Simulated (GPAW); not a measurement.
# GaN (Fm-3m) in GPAW: a series of runs

Aim: see how the results for GaN move with the level of theory and the settings. Levels: LDA, AM05. Tasks: G0W0 quasiparticle levels.

Program: GPAW 26.7.0. These are calculated values, not measurements. Logs are shortened: lines on timing, memory, paths and dates and some standing lists are left out, and cuts for length are marked. The log counts tension as positive stress, the text compression.

### Step 1. Starting point

The structure is cubic, space group Fm-3m (No. 225). The conventional cell has a = 4.270 Å, b = 4.270 Å, c = 4.270 Å, α = 90.00°, β = 90.00°, γ = 90.00°. Ga (site symmetry m-3m) has 6 N at 2.14 Å as nearest neighbours. Around N (site symmetry m-3m) lie 6 Ga at 2.14 Å.

Measurements of this composition are mostly on another form, of space group No. 186.

### Step 2. G0W0 quasiparticle levels, LDA

The input, run.py:

```python
import json
import numpy as np
from ase.dft.bandgap import bandgap
from ase.io import read, write
from gpaw import GPAW, PW
from gpaw.response.g0w0 import G0W0

atoms = read('POSCAR')

calc = GPAW(mode=PW(550),
            xc='LDA',
            kpts={'size': (6, 6, 6), 'gamma': True},
            occupations={'name': 'fermi-dirac', 'width': 0.001},
            nbands=11,
            convergence={'density': 1e-06},
            maxiter=150,
            txt='gpaw.txt')
atoms.calc = calc
energy = atoms.get_potential_energy()
calc.write('gs.gpw')
write('result.traj', atoms)
print(f'Energy: {energy:.6f} eV')
print('Fermi level:', round(calc.get_fermi_level(), 4), 'eV')
print(f'Gap: {bandgap(calc)[0]:.4f} eV, direct: {bandgap(calc, direct=True)[0]:.4f} eV')

calc.diagonalize_full_hamiltonian(nbands=48)
calc.write('full.gpw', mode='all')

ibz = calc.get_ibz_k_points()
gap, vbm, cbm = bandgap(calc, output=None)
gap, direct, _ = bandgap(calc, direct=True, output=None)
gamma = int(np.abs(ibz).sum(1).argmin())
kpts = sorted({gamma, vbm[1], cbm[1], direct[1]})
gw = G0W0(calc='full.gpw',
          filename='gw',
          ecut=100,
          ecut_extrapolation=True,
          relbands=(-2, 2),
          kpts=kpts,
          integrate_gamma='WS',
          ppa=True)
gw.calculate()
results = {mode: {key: np.asarray(r[key]).tolist() for key in ['f', 'eps', 'vxc', 'exx', 'sigma', 'Z', 'qp', 'sigma_eskn']}
           for mode, r in gw.all_results.items()}
json.dump({'kpts': ibz[kpts].tolist(), 'results': results}, open('gw.json', 'w'))
for mode, r in results.items():
    f, qp = np.array(r['f']), np.array(r['qp'])
    print(mode, 'quasiparticle energies (eV):')
    print(qp.round(3))
    print(mode, 'gap:', round(qp[f < 0.5].min() - qp[f > 0.5].max(), 4), 'eV')
```

The input, POSCAR:

```
GaN
1.0
    0.0000000000      2.1352350000      2.1352350000
    2.1352350000      0.0000000000      2.1352350000
    2.1352350000      2.1352350000      0.0000000000
Ga N
1 1
Direct
    0.0000000000      0.0000000000      0.0000000000
    0.5000000000      0.5000000000      0.5000000000
```

Potentials or basis: the program's PAW data sets (release 1.2.1) made for this functional, pw.

Command:

```
> OMP_NUM_THREADS=1 python run.py
```

gpaw.txt:

```text
__  _  _
 | _ |_)|_||  |
 |__||  | ||/\| - 26.7.0

Input parameters:
  mode=PW(ecut=550.0),
  convergence={'density': 1e-06},
  kpts=MonkhorstPack(size=(6, 6, 6), gamma=True),
  maxiter=150,
  nbands=11,
  occupations=Occupations(name='fermi-dirac', width=0.001),
  xc=XC(name='LDA')

Diagonalizing LCAO Hamiltonian
Converting LCAO to pw mode

              N

       Ga

Atoms  # Å, Bohr magnetons
|   | symbol |        x |        y |        z |    initial magnetic moments |
|---|--------|----------|----------|----------|-----------------------------|
| 0 |     Ga | 0.000000 | 0.000000 | 0.000000 | ( 0.0000,  0.0000,  0.0000) |
| 1 |      N | 2.135235 | 2.135235 | 2.135235 | ( 0.0000,  0.0000,  0.0000) |

Unit cell  # Å
| periodic |        x |        y |        z |  lengths |    angles |
|----------|----------|----------|----------|----------|-----------|
|      yes | 0.000000 | 2.135235 | 2.135235 | 3.019678 | 60.000000 |
|      yes | 2.135235 | 0.000000 | 2.135235 | 3.019678 | 60.000000 |
|      yes | 2.135235 | 2.135235 | 0.000000 | 3.019678 | 60.000000 |

Number of symmetries: 48
Symmetry operations  # r_c * U_cc + t_c -> r_c
|    | kind |            matrix            |
|----|------|------------------------------|
|  0 |  σ   |  1, 0, 0,  1, 0,-1,  1,-1, 0 |
|  1 |  C2  |  1, 0, 0,  1,-1, 0,  1, 0,-1 |
|  2 |  E   |  1, 0, 0,  0, 1, 0,  0, 0, 1 |
|  3 |  σ   |  1, 0, 0,  0, 0, 1,  0, 1, 0 |
|  4 |  C4  |  1, 0,-1,  1, 0, 0,  1,-1, 0 |
|  5 |  S6  |  1, 0,-1,  1,-1, 0,  1, 0, 0 |
|  6 |  σ   |  1, 0,-1,  0, 1,-1,  0, 0,-1 |
|  7 |  C3  |  1, 0,-1,  0, 0,-1,  0, 1,-1 |
|  8 |  S6  |  1,-1, 0,  1, 0, 0,  1, 0,-1 |
|  9 |  C4  |  1,-1, 0,  1, 0,-1,  1, 0, 0 |
| 10 |  C3  |  1,-1, 0,  0,-1, 1,  0,-1, 0 |
| 11 |  σ   |  1,-1, 0,  0,-1, 0,  0,-1, 1 |
| 12 |  σ   |  0, 1, 0,  1, 0, 0,  0, 0, 1 |
| 13 |  C4  |  0, 1, 0,  0, 1,-1, -1, 1, 0 |
| 14 |  C3  |  0, 1, 0,  0, 0, 1,  1, 0, 0 |
| 15 |  S6  |  0, 1, 0, -1, 1, 0,  0, 1,-1 |
| 16 |  C2  |  0, 1,-1,  1, 0,-1,  0, 0,-1 |
| 17 |  σ   |  0, 1,-1,  0, 1, 0, -1, 1, 0 |
| 18 |  S4  |  0, 1,-1,  0, 0,-1,  1, 0,-1 |
| 19 |  C4  |  0, 1,-1, -1, 1, 0,  0, 1, 0 |
| 20 |  C3  |  0, 0, 1,  1, 0, 0,  0, 1, 0 |
| 21 |  σ   |  0, 0, 1,  0, 1, 0,  1, 0, 0 |
| 22 |  S6  |  0, 0, 1,  0,-1, 1, -1, 0, 1 |
| 23 |  C4  |  0, 0, 1, -1, 0, 1,  0,-1, 1 |
| 24 |  S4  |  0, 0,-1,  1, 0,-1,  0, 1,-1 |
| 25 |  C3  |  0, 0,-1,  0, 1,-1,  1, 0,-1 |
| 26 |  C2  |  0, 0,-1,  0,-1, 0, -1, 0, 0 |
| 27 |  S6  |  0, 0,-1, -1, 0, 0,  0,-1, 0 |
| 28 |  S4  |  0,-1, 1,  1,-1, 0,  0,-1, 0 |
| 29 |  C4  |  0,-1, 1,  0, 0, 1, -1, 0, 1 |
| 30 |  C2  |  0,-1, 1,  0,-1, 0,  1,-1, 0 |
| 31 |  σ   |  0,-1, 1, -1, 0, 1,  0, 0, 1 |
| 32 |  C3  |  0,-1, 0,  1,-1, 0,  0,-1, 1 |
| 33 |  S6  |  0,-1, 0,  0, 0,-1, -1, 0, 0 |
| 34 |  S4  |  0,-1, 0,  0,-1, 1,  1,-1, 0 |
| 35 |  C2  |  0,-1, 0, -1, 0, 0,  0, 0,-1 |
| 36 |  C2  | -1, 1, 0,  0, 1, 0,  0, 1,-1 |
| 37 |  S6  | -1, 1, 0,  0, 1,-1,  0, 1, 0 |
| 38 |  S4  | -1, 1, 0, -1, 0, 1, -1, 0, 0 |
| 39 |  C3  | -1, 1, 0, -1, 0, 0, -1, 0, 1 |
| 40 |  S6  | -1, 0, 1,  0, 0, 1,  0,-1, 1 |
| 41 |  C2  | -1, 0, 1,  0,-1, 1,  0, 0, 1 |
| 42 |  C3  | -1, 0, 1, -1, 1, 0, -1, 0, 0 |
| 43 |  S4  | -1, 0, 1, -1, 0, 0, -1, 1, 0 |
| 44 |  C2  | -1, 0, 0,  0, 0,-1,  0,-1, 0 |
| 45 |  i   | -1, 0, 0,  0,-1, 0,  0, 0,-1 |
| 46 |  σ   | -1, 0, 0, -1, 1, 0, -1, 0, 1 |
| 47 |  C2  | -1, 0, 0, -1, 0, 1, -1, 1, 0 |

BZ-sampling:
  Number of BZ points: 216
  Number of IBZ points: 16

  Monkhorst-Pack size: [6, 6, 6]
  Monkhorst-Pack shift: [0.08333333333333333, 0.08333333333333333, 0.08333333333333333]

K-points  # in reciprocal-cell coordinates
|     |                                coordinates |     weight |
|-----|--------------------------------------------|------------|
|   0 | (  0.00000000,   0.00000000,   0.00000000) | 0.00462963 |
|   1 | (  0.16666667,   0.16666667,   0.00000000) | 0.02777778 |
|   2 | (  0.16666667,   0.16666667,   0.16666667) | 0.03703704 |
|   3 | (  0.33333333,   0.16666667,   0.16666667) | 0.05555556 |
|   4 | (  0.33333333,   0.33333333,  -0.33333333) | 0.05555556 |
|   5 | (  0.33333333,   0.33333333,   0.00000000) | 0.02777778 |
|   6 | (  0.33333333,   0.33333333,   0.16666667) | 0.11111111 |
|   7 | (  0.33333333,   0.33333333,   0.33333333) | 0.03703704 |
|   8 | (  0.50000000,   0.33333333,  -0.33333333) | 0.11111111 |
|   9 | (  0.50000000,   0.33333333,  -0.16666667) | 0.05555556 |
| ... |                                            |            |
|  15 | (  0.50000000,   0.50000000,   0.50000000) | 0.01851852 |

Plane wave coefficients: 588
Cutoff: 550.0 eV

Spin-components: 1 (collinear spins)
Bands:           11
Projectors:      10
Spin-degeneracy: 2
Datatype:        complex128

Parallelization:
  kpt:    1
  domain: 1
  band:   1

Density:
  Valence electrons: 8.0
  Components: 1
  Grid points: [18 18 18]
  Charge: 0.0  # |e|

Potential:
  Grid points: [18 18 18]

species:
  Ga:
    name:    Gallium
    Z:       31.0
    valence: 3
    core:    28
    charge:  0.0  # [|e|]
    compensation charges:
      type: gauss
      rc: 0.37  # [Å]
      lmax: 2
    cutoffs:
      filter: 2.06  # [Å]
      core: 4.17  # [Å]
    projectors
    | kind |    occ | energy [eV] | rcut [Å] |
    |------|--------|-------------|----------|
    |   4s |  2.000 |      -9.167 |    1.164 |
    |   4p |  1.000 |      -2.734 |    1.164 |
    |    s |        |      18.045 |    1.164 |
    |    p |        |      24.478 |    1.164 |
    |    d |        |       0.000 |    1.164 |

    Using partial waves for Ga as LCAO basis

  N:
    name:    Nitrogen
    Z:       7.0
    valence: 5
    core:    2
    charge:  0.0  # [|e|]
    compensation charges:
      type: gauss
      rc: 0.18  # [Å]
      lmax: 2
    cutoffs:
      filter: 1.11  # [Å]
      core: 0.96  # [Å]
    projectors
    | kind |    occ | energy [eV] | rcut [Å] |
    |------|--------|-------------|----------|
    |   2s |  2.000 |     -18.420 |    0.603 |
    |   2p |  3.000 |      -7.237 |    0.529 |
    |    s |        |       8.791 |    0.603 |
    |    p |        |      19.974 |    0.529 |
    |    d |        |       0.000 |    0.577 |

    Using partial waves for N as LCAO basis

Reference energy: -54278.930546  # eV

eigensolver:
  PPCG
  Converge bands: occupied
  niter=2

density mixing:
  MSR1-Mixer
  Pratt-step length: 0.05
  Maximum mixing coefficient: 0.75
  Old densities: 10
  SVD Regularization: 0.005
  Good broyden scale: 1.0
  Trust region scale: 1.0
  Backstep threshold: 4.0
  History deletion threshold: 6.0
  Fourier metric: weight=20.0, sigma=0.015

occupation numbers:
  Fermi-Dirac:
    width: 0.0010  # eV

poisson solver:
  ecut: 4400.0  # eV

xc functional:
  name: None

convergence criteria:
- Maximum integral of absolute [dens]ity change: 1e-06 electrons / valence electron
- Maximum [total energy] change in last 3 cyles: 0.0005 eV / valence electron
- Maximum integral of absolute [eigenst]ate change: 4e-08 eV^2 / valence electron
maximum number of iterations: 150

SCF iterations
|iter     | |      energy | eigst |  dens |
|---------|-|-------------|-------|-------|
|iter:   1| |  -14.314340 | -0.31 |       |
|iter:   2| |  -13.923754 | -2.15 | -0.60 |
|iter:   3| |  -12.820063 | -0.96 | -0.66 |
|iter:   4| |  -12.808464 | -3.49 | -1.34 |
|iter:   5| |  -12.805168 | -3.88 | -1.65 |
|iter:   6| |  -12.805164c| -5.91 | -2.91 |
|iter:   7| |  -12.805165c| -6.35 | -3.27 |
|iter:   8| |  -12.805165c| -7.55c| -4.49 |
|iter:   9| |  -12.805165c| -8.40c| -5.06 |
|iter:  10| |  -12.805165c| -9.55c| -6.15c|

Converged in 10 steps
Energy contributions relative to reference atoms: (reference = -54278.930546)

Energy contributions:
  Kinetic:          18.395989
  Coulomb:         -14.296821
  Zero:              0.008221
  External:          0.000000
  Xc:              -16.912554
  Entropy:          -0.000000
  Spinorbit:         0.000000
  ----------------------------
  Free energy:     -12.805165
  Extrapolated:    -12.805165

dipole moment: (-10.807749, -10.807749, -10.807749)  # |e|*Ang

Fermi level: 8.605
Eigenvalues  # (at kpt = [0.000, 0.000, 0.000])
| band index |      eig [eV] | occ [0-2] |
|------------|---------------|-----------|
|          0 |        -8.386 |     2.000 |
|          1 |         8.157 |     2.000 |
|          2 |         8.157 |     2.000 |
|          3 |         8.157 |     2.000 |
|          4 |        10.449 |     0.000 |
|          5 |        22.383 |     0.000 |
|          6 |        22.383 |     0.000 |
|          7 |        22.383 |     0.000 |
|          8 |        23.651 |     0.000 |
|          9 |        23.651 |     0.000 |
|         10 |        23.651 |     0.000 |

Gap: 0.148 eV
Transition (v -> c):
  (s=0, k=3, n=3, [0.33, 0.17, 0.17]) -> (s=0, k=12, n=4, [0.50, 0.50, 0.00])
Direct/indirect transitions are different
Direct gap: 2.292 eV
Transition at: (s=0, k=0, n=3, [0.00, 0.00, 0.00])
# Writing to gs.gpw (mode='')

Matrix size: 588x588
# Writing to full.gpw (mode='all')
```

It took 1.8 min on 1 thread of AMD EPYC 7B13 (Zen 3), shared host; peak memory 0.31 GiB.

Results:

| Item | Value |
| --- | --- |
| Free energy | -12.8052 eV |
| Band gap on the k mesh, mean-field level | 0.15 eV, indirect (least direct gap 2.29 eV) |
| Quasiparticle gap | 1.60 eV |
| Least direct quasiparticle gap | 3.45 eV |

Levels at points of the mesh, in eV from the valence-band top:
```tsv
k point	band 1	band 2	band 3	band 4	band 5	band 6	band 7
(0.00, 0.00, 0.00)	-16.96	-0.42	-0.42	-0.42	1.87	13.81	13.81
(0.50, 0.50, 0.00)	-12.49	-6.98	-2.96	-2.96	0.15	7.65	11.53
(0.50, 0.50, 0.50)	-13.84	-8.45	-0.23	-0.23	4.52	8.69	8.69
```

Caveat: the k mesh is coarse (spacing up to 0.42 Å⁻¹), so the values aren't converged; the extrapolation in the response cutoff is poor; the quasiparticle gap is taken among the few k points that were corrected; the long-wavelength limit can be off by a per cent or two. A k mesh can miss the band edges.

[end of part 1 of 2]
